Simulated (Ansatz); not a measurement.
Bulk crystal (ZrSi2) after relaxation:

```yaml
crystal:
  lattice:
    - [1.83713, -7.28295, 0.00000]
    - [1.83713, 7.28295, 0.00000]
    - [0.00000, 0.00000, 3.65677]
  atoms:
    - { symbol: Zr, position: [0.89528, 0.10472, 0.75000] }
    - { symbol: Zr, position: [0.10472, 0.89528, 0.25000] }
    - { symbol: Si, position: [0.55396, 0.44604, 0.75000] }
    - { symbol: Si, position: [0.44604, 0.55396, 0.25000] }
    - { symbol: Si, position: [0.25023, 0.74977, 0.75000] }
    - { symbol: Si, position: [0.74977, 0.25023, 0.25000] }
```

Miller indices refer to the conventional cell of Cmcm (No. 63), a = 3.674 Å, b = 14.566 Å, c = 3.657 Å, α = 90.00°, β = 90.00°, γ = 90.00°.

Consider the (010) slab of 11 planes, 14.6 Å thick with 15 Å of vacuum as cut; outer planes Si (top) and Si (bottom), all atoms relaxed.

Theory: Ansatz 0.2.0, DFT PBEsol, scalar-relativistic, plane waves, PAW. Cutoff 420 eV; k points 10×10×1 on the computed 14-atom cell (Γ-centred); Gaussian smearing, width 0.10 eV; no spin polarisation. A dipole correction removes the field between periodic images along c.

The slab isn't stoichiometric (Zr2Si5), so its surface energy depends on the chemical potentials; it is given with the excess atoms taken from the element's standard state, a limit at which the compound may itself be unstable, so the figure can be too low.

(1) Give the surface energy with the excess atoms taken from the elements.

(2) Estimate the work function.

(3) The top two planes lie 2.116 Å apart in the bulk. How does relaxation change this?

Answers

(1) 1.91 J/m².

(2) 5.31 eV.

(3) The spacing becomes 2.207 Å (+4.3 %), and the top plane rumples by 0.020 Å.